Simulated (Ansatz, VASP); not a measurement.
# Two plane-wave programs on Re

File POSCAR:

```
Re
1.0
    0.0000000000      1.9750000000      1.9750000000
    1.9750000000      0.0000000000      1.9750000000
    1.9750000000      1.9750000000      0.0000000000
Re
1
Direct
    0.0000000000      0.0000000000      0.0000000000
```

File INCAR.step1:

```
SYSTEM = Re
PREC     = Accurate       ! precision mode
ENCUT    = 520            ! plane-wave cutoff, eV
ISMEAR   = 0              ! smearing method
SIGMA    = 0.15           ! smearing width, eV
LREAL    = .False.        ! projectors in reciprocal space
LASPH    = .True.         ! aspherical terms in the spheres
NELM     = 60             ! most SCF steps
NBANDS   = 10             ! bands
GGA      = PE             ! functional
ALGO     = Normal         ! electronic algorithm
EDIFF    = 1E-4           ! SCF threshold, eV
LWAVE    = .True.         ! write WAVECAR
LCHARG   = .False.        ! write CHGCAR
```

INCAR.step2

```
SYSTEM = Re
PREC     = Accurate       ! precision mode
ENCUT    = 520            ! plane-wave cutoff, eV
EDIFF    = 1E-7           ! SCF threshold, eV
ISMEAR   = 0              ! smearing method
SIGMA    = 0.15           ! smearing width, eV
LREAL    = .False.        ! projectors in reciprocal space
LASPH    = .True.         ! aspherical terms in the spheres
NELM     = 60             ! most SCF steps
ALGO     = Normal         ! electronic algorithm
ISIF     = 2              ! what is computed and relaxed
LWAVE    = .False.        ! write WAVECAR
LCHARG   = .False.        ! write CHGCAR
METAGGA  = R2SCAN         ! meta-GGA
LMIXTAU  = .True.       
NBANDS   = 10             ! bands
ISTART   = 1
```

File KPOINTS:

```
regular mesh
0
Gamma
  20 20 20
  0 0 0
```

Input for Ansatz:

```yaml
crystal:
  lattice:
    - [0.0, 1.975, 1.975]
    - [1.975, 0.0, 1.975]
    - [1.975, 1.975, 0.0]
  atoms:
    - { symbol: Re, position: [0.0, 0.0, 0.0] }
basis:
  ecutwfc: 500
kpoints:
  mp_grid: { grid: [20, 20, 20] }
hamiltonian:
  xc: r2scan
scf:
  occupations: { method: gaussian, width: 0.15 }
output:
  forces: true
  stress: true
  eigenvalues: true
```

This isn't the form of Re at room conditions, which is hcp.

Alike in both runs: task single point; functional r2SCAN; k mesh 20 × 20 × 20; occupations gaussian, width 0.15 eV; no spin polarisation.

|  | VASP | Ansatz |
| --- | --- | --- |
| version | VASP 6.6.1 | Ansatz 0.2.0 |
| potentials or method | VASP PAW PBE potentials, release 64 (Re) | scalar-relativistic, plane waves, PAW |
| plane-wave cutoff (eV) | 520 | 500 |
| valence electrons in the cell | 7 | 15 |

```csv
,VASP,Ansatz,Ansatz less VASP
gap on the k mesh at the Fermi level (eV),none,none,-
pressure (GPa),-15.7,-15.4,+0.28
```

A gap of «none» marks a metal or a gap that the smearing closes. The two sets of potentials don't hold the same shells in valence.

Caveats: so large a pressure means that the cell lies far from this level's equilibrium, or that cutoff or potentials fall short (VASP); the potentials were made for another functional, which shifts forces and pressure (VASP). Spin-orbit coupling is left out, which matters for the levels of Re.
